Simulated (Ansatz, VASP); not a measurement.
**One calculation of TePb, two programs**

The input INCAR:

```
PREC     = Accurate       # precision mode
ENCUT    = 600            # plane-wave cutoff, eV
EDIFF    = 1E-6           # SCF threshold, eV
ISMEAR   = 1              # smearing method
SIGMA    = 0.025          # smearing width, eV
LREAL    = False          # projectors in reciprocal space
LASPH    = True           # aspherical terms in the spheres
NELM     = 60             # most SCF steps
ALGO     = Normal         # electronic algorithm
ISIF     = 3              # what is computed and relaxed
LWAVE    = False          # write WAVECAR
LCHARG   = False          # write CHGCAR
GGA      = VW             # functional
IBRION   = 2              # ionic algorithm
NSW      = 80             # ionic steps
EDIFFG   = -0.005         # ionic threshold
```

The input KPOINTS:

```
regular mesh
0
Gamma
  7 7 7
```

The input POSCAR:

```
TePb
1.0
    0.0000000000      3.2310000000      3.2310000000
    3.2310000000      0.0000000000      3.2310000000
    3.2310000000      3.2310000000      0.0000000000
Pb Te
1 1
Direct
    0.0000000000      0.0000000000      0.0000000000
    0.5000000000      0.5000000000      0.5000000000
```

File input.yaml:

```yaml
crystal:
  lattice:
    - [0.0, 3.231, 3.231]
    - [3.231, 0.0, 3.231]
    - [3.231, 3.231, 0.0]
  atoms:
    - { symbol: Pb, position: [0.0, 0.0, 0.0] }
    - { symbol: Te, position: [0.5, 0.5, 0.5] }
kpoints:
  mp_grid: { grid: [7, 7, 7] }
scf:
  occupations: { method: methfessel_paxton, width: 0.025 }
hamiltonian:
  xc: { exchange: slater, correlation: vwn5 }
  pseudopotentials: { kind: all_electron, lapw: { basis_error: 0.002 } }
output:
  forces: true
  stress: true
relax:
  f_tol: 0.005
  max_steps: 60
  cell: {}
```

Alike in both runs: task relaxation of cell and atoms; functional SVWN5; k mesh 7 × 7 × 7; occupations methfessel-paxton of order 1, width 0.025 eV; no spin polarisation.

|  | VASP | Ansatz |
| --- | --- | --- |
| version | VASP 6.6.1 | Ansatz 0.2.0 |
| potentials or method | VASP PAW PBE potentials, release 64 (Pb_d, Te) | all-electron LAPW, scalar-relativistic |
| plane-wave cutoff (eV) | 600 | see its input |

Ansatz gave:

```
relaxed volume (Å³/atom)                                     : 32.46
relaxed cell length with the largest relative difference (Å) : 4.511
energy change over the relaxation (meV/atom)                 : -7
```

Q: What did VASP give for the same quantities?

A: Relaxed volume (Å³/atom): 32.45; relaxed cell length with the largest relative difference (Å): 4.511; energy change over the relaxation (meV/atom): -7.

Ansatz ran all-electron here, so the differences hold the error of VASP's frozen core and of both bases.

Caveats: the PAW data sets were made with another functional, which shifts forces and pressure a little (VASP). The runs have no spin-orbit coupling, so splittings on Pb, Te are missing.
